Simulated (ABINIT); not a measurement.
The system is Pd.

```
CELL_PARAMETERS angstrom
2.78367 0.00000 0.00000
-1.39183 2.41072 0.00000
0.00000 0.00000 4.62889
ATOMIC_POSITIONS crystal
Pd 0.33333 0.66667 0.25000
Pd 0.66667 0.33333 0.75000
```

This isn't the form of Pd at room conditions, which is fcc.

```yaml
Program: ABINIT 10.8.3 (patched build)
Task: relaxation of cell and atoms
Functional: r2SCAN
Potentials_or_basis: JTH PAW PBE v2.0
Cutoff: 707 eV
k_mesh: 11 × 11 × 6
Occupations: fermi-dirac, width 0.05 eV
Spin: no spin polarisation
```

At the start: pressure -3.6 GPa; volume 15.53 Å³/atom.

How do energy, volume and symmetry change on relaxing?

Over 6 steps the energy falls by 5.7 meV/atom and the volume is 15.19 Å³/atom (-2.2 %); space group P6_3/mmc (No. 194, to 0.05 Å).

Step by step:
| step | energy change (eV) | largest force (eV/Å) | pressure (GPa) | volume (Å³) |
| --- | --- | --- | --- | --- |
| 1 | 0.0000 | 0.0000 | -3.57 | 31.06 |
| 2 | -0.0074 | 0.0000 | -1.83 | 30.73 |
| 3 | -0.0112 | 0.0000 | 0.07 | 30.38 |
| 4 | -0.0111 | 0.0000 | 0.02 | 30.38 |
| 5 | -0.0115 | 0.0000 | 0.03 | 30.39 |
| 6 | -0.0115 | 0.0000 | 0.00 | 30.39 |

Final structure:
```xyz
2
Lattice="2.7581 0.0000 0.0000 -1.3790 2.3886 0.0000 0.0000 0.0000 4.6130" Properties=species:S:1:pos:R:3 pbc="T T T"
Pd    0.0000    1.5924    1.1533
Pd    1.3790    0.7962    3.4598
```

Caveat: the PAW data sets were made with another functional, which shifts forces and pressure a little.
